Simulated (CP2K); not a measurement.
The system is Ti.

```
Ti
1.0
     4.56737    0.00000    0.00000
    -2.28369    3.95546    0.00000
     0.00000    0.00000    2.82624
Ti
3
Direct
  0.66667 0.33333 0.50000
  0.33333 0.66667 0.50000
  0.00000 0.00000 0.00000
```

This isn't the form of Ti at room conditions, which is hcp.

Base run:

```yaml
Program: CP2K 2026.2
Functional: PBE
Potentials_or_basis: POTENTIAL_UZH Ti GTH-PBE-q12; TZVP-MOLOPT-PBE-GTH basis
Density_cutoff: 9184 eV
k_mesh: 7 × 7 × 9
Occupations: fermi-dirac, width 0.05 eV
Spin: no spin polarisation
```

Its results: band gap on the k mesh none (metal or under the smearing width); pressure 0.9 GPa.

Question: After a change of settings the same cell gave: band gap on the k mesh none (metal or under the smearing width); pressure -22.0 GPa. Which change was it?
A. functional from PBE to rev-vdW-DF2
B. functional from PBE to RPBE
C. functional from PBE to PBEsol
D. functional from PBE to HLE16

Answer: D.

Caveats: the basis of atomic orbitals isn't converged, which shifts pressures, moduli and gaps; the potentials were made for a functional far from this one (some runs); the potentials were made for another functional, which shifts forces and pressure (some runs).
